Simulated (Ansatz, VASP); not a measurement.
## One calculation of AlN, two programs

```
Al N
1.0
     2.16679    2.16679    0.00000
    -2.16679    2.16679    0.00000
     0.00000    2.16679    2.21247
Al N
1 1
Direct
  0.00000 0.00000 0.00000
  0.25000 0.75000 0.50000
```

Change from the starting cell: in-plane strain -0.01, out-of-plane length and atoms relaxed by PAW.

Alike in both runs: functional PBEsol; k mesh 10 × 10 × 10; no spin polarisation.

Ansatz relaxed the structure, and its values are those at the end. VASP's run is a single point on that final structure, the one shown.

|  | VASP | Ansatz |
| --- | --- | --- |
| version | VASP 6.6.1 | Ansatz 0.2.0 |
| potentials or method | VASP PAW PBE potentials, release 64 (Al, N) | PAW with Ansatz's default frozen-core files, scalar-relativistic |
| plane-wave cutoff (eV) | 520 | 420 |
| occupations | gaussian, width 0.01 eV | fixed |
| valence electrons in the cell | 8 | 8 |

```tsv
	VASP	Ansatz	Ansatz less VASP
pressure (GPa)	1.9	1.9	+0.02
```

Caveats: the PAW data sets were made with another functional, which shifts forces and pressure a little (VASP). A k mesh can miss the band edges.
